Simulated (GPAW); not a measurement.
The system is AlN.

```
CELL_PARAMETERS angstrom
3.11300 0.00000 0.00000
-1.55650 2.69594 0.00000
0.00000 0.00000 4.98100
ATOMIC_POSITIONS crystal
Al 0.66667 0.33333 0.50000
Al 0.33333 0.66667 0.00000
N 0.66667 0.33333 0.88000
N 0.33333 0.66667 0.38000
```

```yaml
Program: GPAW 26.7.0
Task: relaxation of cell and atoms
Functional: revPBE
Potentials_or_basis: the program's PAW data sets (release 1.2.1) made for this functional
Cutoff: 800 eV
Basis: pw
k_mesh: 7 × 7 × 4
Occupations: fermi-dirac, width 0.05 eV
Spin: no spin polarisation
```

At the start: pressure 7.5 GPa; volume 10.45 Å³/atom.

Where does the relaxation end?

Over 6 steps the energy falls by 10.6 meV/atom and the volume is 10.84 Å³/atom (+3.7 %); space group P6_3mc (No. 186, to 0.05 Å).

Step by step:
```tsv
step	energy change (eV)	largest force (eV/Å)	pressure (GPa)	volume (Å³)
1	0.0000	0.1404	7.46	41.80
2	-0.0111	0.0777	6.31	42.02
3	-0.0397	0.1088	1.03	43.12
4	-0.0413	0.0860	0.36	43.27
5	-0.0423	0.0268	-0.10	43.38
6	-0.0424	0.0052	-0.05	43.37
```

Final structure:
```
Al N
1.0
     3.15044    0.00000    0.00000
    -1.57522    2.72836    0.00000
     0.00000    0.00000    5.04526
Al N
2 2
Cartesian
  1.5752 0.9095 2.5182
  0.0000 1.8189 -0.0044
  1.5752 0.9095 4.4443
  0.0000 1.8189 1.9217
```

Caveat: later steps reuse the first step's grids.
